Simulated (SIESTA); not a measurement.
## Mo in SIESTA: the effect of functional

The system is Mo, a slab with vacuum.

```
CELL_PARAMETERS angstrom
2.84964 0.00000 0.00000
-1.42482 2.46786 0.00000
0.00000 0.00000 24.30689
ATOMIC_POSITIONS crystal
Mo 0.66667 0.33333 0.30855
Mo 0.33333 0.66667 0.40428
Mo 0.00000 0.00000 0.50000
Mo 0.66667 0.33333 0.59572
Mo 0.33333 0.66667 0.69145
```

The slab is cut from a database's or a generator's crystal, which needn't be the stable form of the element.

Alike in all runs:

- Program: SIESTA 5.4.2
- Task: single point
- Basis: DZP (energy shift 0.003 Ry; two zetas on semicore shells)
- Grid cutoff: 800 Ry
- Energy shift: 0.003 Ry
- k mesh: 11 × 11 × 1
- Occupations: fermi-dirac, width 0.05 eV
- Spin: no spin polarisation

| functional | potentials or basis | largest force (eV/Å) |
| --- | --- | --- |
| LDA | PseudoDojo 0.4 standard (LDA files) | 0.52 |
| PBEsol | PseudoDojo 0.4 standard (PBEsol files) | ? |
| AM05 | PseudoDojo 0.4 standard (PBEsol files) | 0.37 |
| WC | PseudoDojo 0.4 standard (PBEsol files) | 0.28 |
| PBE | PseudoDojo 0.4 standard (PBE files) | 0.19 |
| PW91 | PseudoDojo 0.4 standard (PBE files) | 0.18 |
| revPBE | PseudoDojo 0.4 standard (PBE files) | 0.18 |
| RPBE | PseudoDojo 0.4 standard (PBE files) | 0.18 |
| BLYP | PseudoDojo 0.4 standard (PBE files) | 0.36 |

**Question.** What does the run with functional PBEsol give?

**Answer.** Largest force 0.33 eV/Å.

Caveats: the potentials were made for another functional, which shifts forces and pressure (some runs).
